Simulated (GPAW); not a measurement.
Runs of GPAW 26.7.0 on Cr. It takes space group P6_3/mmc (No. 194, hexagonal). The conventional cell has a = 2.714 Å, b = 2.714 Å, c = 4.410 Å, α = 90.00°, β = 90.00°, γ = 120.00°. Cr (site symmetry -6m2) is surrounded by 12 Cr at 2.71 Å. This isn't the form of Cr at room conditions, which is bcc.

```tsv
level	U	pressure (GPa)	moment (μB)
PBEsol+U	Cr d U = 4 eV	47.5	8.98
PBEsol+U	Cr d U = 2 eV	(a)	6.62
PBEsol+U	Cr d U = 1 eV	-19.2	4.02
PBEsol	-	-31.5	1.94
PBEsol+U	Cr d U = 6 eV	53.0	9.47
PBEsol+U	Cr d U = 8 eV	53.3	9.58
PBEsol+U	Cr d U = 3 eV	37.2	8.28
```

Alike in all rows: task band structure; potentials or basis PAW data sets generated in the run's folder for this functional, pw; spin collinear, ferromagnetic start; cell as given; k mesh 10 × 10 × 5; cutoff (eV) 600; smearing fermi-dirac 0.05 eV.

**Question.** Fill in the values left out.

**Answer.** (a) 12.6.

Caveats: the U is typed as a test and isn't derived for this compound (some runs); a pressure of tens of GPa on the cell as given is suspect, and the run, the potentials or the cell itself is likely at fault (some runs).
